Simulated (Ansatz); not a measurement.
A crystal relaxed with r2SCAN in the PAW code Ansatz has space group Amm2 (No. 38) and a = 5.760 Å, b = 11.126 Å, c = 11.126 Å.

| atom | site | x | y | z |
| --- | --- | --- | --- | --- |
| Xx | 2b | 0.5000 | 0.0000 | 0.9930 |
| Xx | 2b | 0.5000 | 0.0000 | 0.4921 |
| Pb | 4d | 0.0000 | 0.7501 | 0.7428 |
| Cl | 4d | 0.0000 | 0.1903 | 0.4928 |
| Cl | 4e | 0.5000 | 0.2501 | 0.7428 |
| Cl | 2a | 0.0000 | 0.0000 | 0.8028 |
| Cl | 2a | 0.0000 | 0.0000 | 0.1834 |

The r2SCAN gap is direct at Z: 2.66 eV. HSE06 gives a direct gap of 3.01 eV at Z. The PBE gap is direct at Z: 2.27 eV. Meshes: r2SCAN 4×4×4, HSE06 4×2×2, PBE 4×4×4.

Problem. Which element is Xx?
A. Li
B. Cs
C. H
D. K

Solution. B. Xx is Cs: CsPbCl3 (Amm2) from a database structure. Cs is surrounded by 8 Cl at 3.57–3.94 Å; Pb is surrounded by 6 Cl at 2.86–2.88 Å; Cl is surrounded by 2 Pb at 2.86 Å and 2 Cs at 3.57 Å; Cl is surrounded by 2 Pb at 2.88 Å and 4 Cs at 3.93–3.94 Å; Cl is surrounded by 2 Pb at 2.86 Å and 2 Cs at 3.58 Å.

The values are computed, spin-unpolarised, and not measurements.

Spin-orbit coupling is left out; in compounds of Pb, Bi, Tl or Hg it can lower a gap by up to about 1 eV, split its edges or invert the bands.

The meshes of the hybrids are coarse, so their gaps aren't converged to the digits shown.
